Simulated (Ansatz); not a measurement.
diamond against fcc along the 4d metals

All numbers below come from DFT, r2SCAN, plane waves (500 eV) with PAW, scalar-relativistic (Ansatz 0.2.0). (PAW data from PBE, frozen cores regenerated.)

Each structure is relaxed within its symmetry, in the lowest magnetic state of the tried starts. Differences under about 8 meV lie within the error of the k-point mesh.

Real palladium is paramagnetic; a moment here is an artefact of the functional.

| element | E(diamond) − E(fcc) (meV/atom) | V(diamond) (Å³/atom) | V(fcc) (Å³/atom) | state of diamond | state of fcc |
| --- | --- | --- | --- | --- | --- |
| Y | 2075 | 40.95 | 33.31 | ferromagnetic | spin not included |
| Zr | 2294 | 36.92 | 23.24 | ferromagnetic | non-magnetic |
| Nb | 2341 | 25.07 | 18.71 | non-magnetic | non-magnetic |
| Mo | 1862 | 22.56 | 15.86 | spin not included | spin not included |
| Ru | 1039 | 19.83 | 13.57 | non-magnetic | spin not included |
| Rh | 1124 | 20.40 | 13.72 | spin not included | non-magnetic |
| Pd | 1194 | 23.57 | 14.98 | ferromagnetic | ferromagnetic |
| Ag | 871 | 28.30 | 17.28 | spin not included | spin not included |
| Cd | 391 | 34.44 | 21.76 | spin not included | spin not included |
